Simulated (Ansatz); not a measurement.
# Al under changes of volume

One of the cells (15.895 Å³/atom); the others are scaled copies at fixed shape and fractional positions:

```
Al
1.0
     2.82708    0.00000    0.00000
    -1.41354    2.44832    0.00000
     0.00000    0.00000    9.18599
Al
4
Direct
  0.66667 0.33333 0.75000
  0.00000 0.00000 0.50000
  0.33333 0.66667 0.25000
  0.00000 0.00000 0.00000
```

This isn't the form of Al at room conditions, which is fcc.

| Item | Value |
| --- | --- |
| Program | Ansatz 0.2.0 |
| Functional | LDA |
| Potentials or basis | Ansatz PAW |
| Cutoff | 420 eV (not typed: the program's choice for these potentials) |
| k mesh | 11 × 11 × 3 |
| Occupations | fermi-dirac, width 0.05 eV |
| Spin | no spin polarisation |

| volume (Å³/atom) | energy over the lowest point (meV/atom) | pressure (GPa) |
| --- | --- | --- |
| 14.942 | ? | ? |
| 15.260 | 6.99 | 3.6 |
| 15.578 | 1.72 | 1.7 |
| 15.895 | 0.00 | 0.0 |
| 16.213 | 1.50 | -1.6 |
| 16.531 | 5.91 | -3.0 |
| 16.849 | 13.00 | -4.2 |

Question: What does the run at 14.942 Å³/atom give?

Answer: Energy over the lowest point 16.22 meV/atom; pressure 5.8 GPa.

Worked out: A Birch-Murnaghan fit of order 3 (a polynomial in V^(-2/3)) to the other rows has its minimum at 15.90 Å³/atom with B0 = V·E''(V) = 81 GPa and B' = 3.8 at fixed shape and positions, which overstates the stiffness. It gives 16.17 meV/atom at 14.942 Å³/atom, against the run's 16.22, and -dE/dV = 5.7 GPa, against 5.8.

Energies are extrapolated to zero smearing.

Caveats: the PAW data sets come from PBE, with cores solved anew for the run's functional, which leaves a small shift of forces and pressure.
